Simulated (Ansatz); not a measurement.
Here is an Ansatz 0.2.0 calculation.

File input.yaml:

```yaml
crystal:
  lattice:
    - [-1.6749232544, 1.6749232544, 5.7401081759]
    - [1.6749232544, -1.6749232544, 5.7401081759]
    - [1.6749232544, 1.6749232544, -5.7401081759]
  atoms:
    - { symbol: Nb, position: [0.2498808, 0.7498808, 0.5] }
    - { symbol: Nb, position: [0.4998808, 0.4998808, 0.0] }
    - { symbol: P, position: [0.83274777, 0.33274777, 0.5] }
    - { symbol: P, position: [0.08274777, 0.08274777, 0.0] }
hamiltonian:
  xc: lda
  pseudopotentials: { kind: paw }
  hubbard: { sites: [{ species: Nb, l: d, u_eff: 3.0 }] }
kpoints:
  mp_grid: { grid: [11, 11, 11] }
  band_path:
    path:
      - [[0.0, 0.0, 0.0], [-0.5, 0.5, 0.0], [-0.5, 0.5, -0.0425715708], [-0.2712857854, 0.2712857854, -0.2712857854], [0.0, 0.0, 0.0], [0.5, 0.5, -0.5], [0.2712857854, 0.7287142146, -0.7287142146], [0.0, 0.5, -0.5], [-0.25, 0.75, -0.25], [0.0425715708, 0.9574284292, -0.5], [0.5, 0.5, -0.5]]
      - [[-0.5, 0.5, 0.0], [-0.25, 0.75, -0.25]]
    npoints: 14
scf:
  occupations: { method: fermi_dirac, width: 0.05 }
  n_extra_bands: 10
output:
  forces: true
  stress: true
  eigenvalues: true
  fatbands: false
```

Potentials or basis: Ansatz PAW.

The run is started by

```bash
$ ansatz run input.yaml --threads 2 --pin off --max-ram 5632MiB --backend cpu --events-out ev --progress --plain --runs-dir out
```

Problem. Estimate the pressure.

Solution. -8.2 GPa.

Problem. Estimate the band gap on the k mesh.

Solution. None (metal or under the smearing width).

Problem. Predict the largest force.

Solution. 0.009 eV/Å.

Forces in eV/Å, atoms in the order of the input:
```
Nb   0.000  0.000  0.009
Nb   0.000  0.000  0.009
P    0.000  0.000 -0.009
P    0.000  0.000 -0.009
```

Caveat: U without spin polarisation on a metal has little footing; the PAW data sets come from PBE, with cores solved anew for the run's functional, which leaves a small shift of forces and pressure; the U is typed as a test and isn't derived for this compound.
